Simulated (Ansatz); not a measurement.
## Ti under changes of volume

One of the cells (17.020 Å³/atom); the others are scaled copies at fixed shape and fractional positions:

```
Ti
1.0
     4.56737    0.00000    0.00000
    -2.28369    3.95546    0.00000
     0.00000    0.00000    2.82624
Ti
3
Direct
  0.66667 0.33333 0.50000
  0.33333 0.66667 0.50000
  0.00000 0.00000 0.00000
```

This isn't the form of Ti at room conditions, which is hcp.

| Property | Result |
| --- | --- |
| Program | Ansatz 0.2.0 |
| Functional | PBEsol |
| Potentials or basis | all-electron LAPW, scalar-relativistic |
| Cutoff | 261 eV (chosen from the basis error) |
| Basis error allowed | 0.001 eV/atom |
| k mesh | 7 × 7 × 9 |
| Occupations | fermi-dirac, width 0.05 eV |
| Spin | no spin polarisation |

```tsv
volume (Å³/atom)	energy over the lowest point (meV/atom)	pressure (GPa)
15.999	?	?
16.339	0.00	1.0
16.679	0.63	-1.5
17.020	6.25	-3.7
17.360	16.42	-5.8
17.701	30.73	-7.6
18.041	48.79	-9.3
```

**Question.** What does the run at 15.999 Å³/atom give?

**Answer.** Energy over the lowest point 4.86 meV/atom; pressure 3.7 GPa.

Worked out: A Birch-Murnaghan fit of order 3 (a polynomial in V^(-2/3)) to the other rows has its minimum at 16.47 Å³/atom with B0 = V·E''(V) = 120 GPa and B' = 3.6 at fixed shape and positions, which overstates the stiffness. It gives 4.84 meV/atom at 15.999 Å³/atom, against the run's 4.86, and -dE/dV = 3.7 GPa, against 3.7.

Energies are extrapolated to zero smearing.
